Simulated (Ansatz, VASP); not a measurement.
# CaO in VASP and in Ansatz

INCAR

```
SYSTEM = CaO
PREC = Accurate
ENCUT = 520
EDIFF = 1E-6
ISMEAR = -1
SIGMA = 0.02
LREAL = .FALSE.
LASPH = .TRUE.
NELM = 100
ALGO = Fast
ISIF = 2
LWAVE = .FALSE.
LCHARG = .TRUE.
GGA = PE
LELF = .TRUE.
LVHAR = .TRUE.
NBANDS = 15
```

File KPOINTS:

```
regular mesh
0
G
  8 8 8
  0 0 0
```

The input POSCAR:

```
CaO
1.0
    3.0187566816      0.0000000000      0.0000000000
    0.0000000000      3.0187566816      0.0000000000
    0.0000000000      0.0000000000      3.0187566816
Ca O
1 1
Direct
    0.0000000000      0.0000000000      0.0000000000
    0.5000000000      0.5000000000      0.5000000000
```

Input for Ansatz:

```yaml
crystal:
  lattice:
    - [3.0187566816, 0.0, 0.0]
    - [0.0, 3.0187566816, 0.0]
    - [0.0, 0.0, 3.0187566816]
  atoms:
    - { symbol: Ca, position: [0.0, 0.0, 0.0] }
    - { symbol: O, position: [0.5, 0.5, 0.5] }
kpoints:
  mp_grid: { grid: [8, 8, 8] }
  band_path:
    path: [[0.0, 0.0, 0.0], [0.0, 0.5, 0.0], [0.5, 0.5, 0.0], [0.5, 0.5, 0.5]]
    npoints: 1
hamiltonian:
  xc: pbe
scf:
  occupations: { method: fermi_dirac, width: 0.02 }
  n_extra_bands: 4
output:
  forces: true
  stress: true
  eigenvalues: true
```

Change from the starting cell: hydrostatic strain +4.0%.

Alike in both runs: task single point; functional PBE; k mesh 8 × 8 × 8; occupations fermi-dirac, width 0.02 eV; no spin polarisation.

|  | VASP | Ansatz |
| --- | --- | --- |
| version | VASP 6.6.1 | Ansatz 0.2.0 |
| potentials or method | VASP PAW PBE potentials, release 64 (Ca_sv, O) | plane waves, PAW |
| plane-wave cutoff (eV) | 520 | 420 |
| valence electrons in the cell | 16 | 16 |

```tsv
	VASP	Ansatz	Ansatz less VASP
gap on the k mesh at the Fermi level (eV)	2.77	2.78	+0.011
pressure (GPa)	-7.2	-7.6	-0.35
```

A k mesh can miss the band edges.
